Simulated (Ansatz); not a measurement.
**Strain response of Ta₂C**

All numbers below come from Ansatz 0.2.0, DFT r2SCAN, scalar-relativistic, plane waves, PAW. Settings: 500 eV cutoff, 18×18×10 k-mesh, Gaussian smearing of 0.10 eV, no spin polarisation.

Starting point, cell and atoms relaxed:

```yaml
crystal:
  lattice:
    - [3.11016, 0.00000, 0.00000]
    - [-1.55508, 2.69348, 0.00000]
    - [0.00000, 0.00000, 4.94230]
  atoms:
    - { symbol: Ta, position: [0.33333, 0.66667, 0.25356] }
    - { symbol: Ta, position: [0.66667, 0.33333, 0.74644] }
    - { symbol: C, position: [0.00000, 0.00000, 0.00000] }
```

Deformation: biaxial strain in the a-b plane, with the length and tilt of c and the atoms relaxed, all within the symmetry that the strain leaves. Energies are extrapolated to zero smearing.

Spin–orbit coupling is left out, which can shift energies with elements as heavy as these.

| strain (%) | ΔE (meV/atom) | a (Å) | b (Å) | c (Å) |
| --- | --- | --- | --- | --- |
| -3.0 | 48.4 | 3.017 | 3.017 | 5.028 |
| -2.0 | 21.0 | 3.048 | 3.048 | 4.998 |
| -1.0 | 5.1 | 3.079 | 3.079 | 4.970 |
| +0.0 | 0.0 | 3.110 | 3.110 | 4.942 |
| +1.0 | 5.0 | 3.141 | 3.141 | 4.916 |
| +2.0 | 19.3 | 3.172 | 3.172 | 4.890 |
| +3.0 | 42.2 | 3.203 | 3.203 | 4.864 |

What stiffness (1/V) d²E/dε² at zero strain does a cubic fit over all points give?

A cubic fit gives (1/V) d²E/dε² = 1169 GPa at zero strain (twice the biaxial modulus).

How does the free axis c answer a small strain?

Between the innermost points its strain is -0.55 times the applied one.